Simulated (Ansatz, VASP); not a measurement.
**Two plane-wave programs on TaSi6**

INCAR

```
SYSTEM = TaSi6
ALGO = Normal
EDIFF = 1E-6
ENCUT = 520
GGA = PE
ISIF = 2
ISMEAR = 0
LASPH = .TRUE.
LCHARG = .FALSE.
LREAL = .FALSE.
LWAVE = .FALSE.
NBANDS = 26
NELM = 80
PREC = Accurate
SIGMA = 0.2
```

The input KPOINTS:

```
k-points
0
G
  4 4 4
  0 0 0
```

Contents of POSCAR:

```
TaSi6
1.0
    5.7456616495      0.0000000000      0.0000000000
    0.0000000000      5.7456616495      0.0000000000
    0.0000000000      0.0000000000      5.7456616495
Ta Si
1 6
Direct
    0.0000000000      0.0000000000      0.0000000000
    0.5000000000      0.5000000000      0.2008820609
    0.5000000000      0.5000000000      0.7991179391
    0.2008820609      0.5000000000      0.5000000000
    0.7991179391      0.5000000000      0.5000000000
    0.5000000000      0.2008820609      0.5000000000
    0.5000000000      0.7991179391      0.5000000000
```

Input for Ansatz:

```yaml
crystal:
  lattice:
    - [5.7456616495, 0.0, 0.0]
    - [0.0, 5.7456616495, 0.0]
    - [0.0, 0.0, 5.7456616495]
  atoms:
    - { symbol: Ta, position: [0.0, 0.0, 0.0] }
    - { symbol: Si, position: [0.5, 0.5, 0.2008820609] }
    - { symbol: Si, position: [0.5, 0.5, 0.7991179391] }
    - { symbol: Si, position: [0.2008820609, 0.5, 0.5] }
    - { symbol: Si, position: [0.7991179391, 0.5, 0.5] }
    - { symbol: Si, position: [0.5, 0.2008820609, 0.5] }
    - { symbol: Si, position: [0.5, 0.7991179391, 0.5] }
basis:
  ecutwfc: 420
kpoints:
  mp_grid: { grid: [4, 4, 4] }
hamiltonian:
  xc: pbe
scf:
  occupations: { method: gaussian, width: 0.2 }
  lower_state_search: "off"
output:
  forces: true
  stress: true
  eigenvalues: true
```

Alike in both runs: task single point; functional PBE; k mesh 4 × 4 × 4; occupations gaussian, width 0.2 eV; no spin polarisation.

|  | VASP | Ansatz |
| --- | --- | --- |
| version | VASP 6.6.1 | Ansatz 0.2.0 |
| potentials or method | VASP PAW PBE potentials, release 64 (Ta_pv, Si) | scalar-relativistic, plane waves, PAW |
| plane-wave cutoff (eV) | 520 | 420 |
| valence electrons in the cell | 35 | 37 |

Ansatz gave:

- gap on the k mesh at the Fermi level (eV): none
- pressure (GPa): -1.5
- rms of the force components (eV/Å): 0.220

Question: Which values does VASP return?

Answer: gap on the k mesh at the Fermi level (eV): none; pressure (GPa): -1.5; rms of the force components (eV/Å): 0.216.

Atom by atom the forces differ by 0.004 eV/Å (rms over components). A gap of «none» marks a metal or a gap that the smearing closes. With one functional, cell and mesh, what is left measures potentials, basis and numerics. The two sets of potentials don't hold the same shells in valence.

Spin-orbit coupling is left out, which matters for the levels of Ta.
